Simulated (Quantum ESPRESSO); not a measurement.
Crystal: Be.

```
Be
1.0
     2.39428    0.00000    0.00000
    -1.19714    2.07351    0.00000
     0.00000    0.00000    3.75513
Be
2
Cartesian
  1.1971 0.6912 2.8163
  0.0000 1.3823 0.9388
```

The cell isn't the ideal one: volume scaled by 1.15.

| Item | Value |
| --- | --- |
| Program | Quantum ESPRESSO 7.5 |
| Task | relaxation of cell and atoms |
| Functional | EV93 |
| Potentials or basis | SG15 PBE 1.2 |
| Cutoff | 952 eV |
| Density cutoff | 3810 eV |
| k mesh | 13 × 13 × 8 |
| Occupations | fermi-dirac, width 0.05 eV |
| Spin | no spin polarisation |

At the start: pressure -3.9 GPa; volume 9.32 Å³/atom.

**Question.** How do energy, volume and symmetry change on relaxing?

**Answer.** Over 11 steps the energy falls by 4.8 meV/atom and the volume is 8.96 Å³/atom (-3.9 %); space group P6_3/mmc (No. 194, to 0.05 Å).

Step by step:
```csv
step,energy change (eV),largest force (eV/Å),pressure (GPa),volume (Å³)
1,0.0000,0.0000,-3.88,18.64
2,-0.0016,0.0000,-3.56,18.58
3,-0.0043,0.0000,-2.92,18.46
4,-0.0072,0.0000,-2.01,18.29
5,-0.0092,0.0000,-0.89,18.10
6,-0.0095,0.0000,0.36,17.89
7,-0.0095,0.0000,0.35,17.89
8,-0.0095,0.0000,0.33,17.90
9,-0.0096,0.0000,0.31,17.90
10,-0.0096,0.0000,0.28,17.91
11,-0.0096,0.0000,0.24,17.91
```

Final structure:
```
Be
1.0
     2.37038    0.00000    0.00000
    -1.18519    2.05281    0.00000
     0.00000    0.00000    3.68096
Be
2
Direct
  0.66667 0.33333 0.75000
  0.33333 0.66667 0.25000
```

Caveat: the potentials were made for another functional, which shifts forces and pressure; the potentials were made for a functional far from this one.
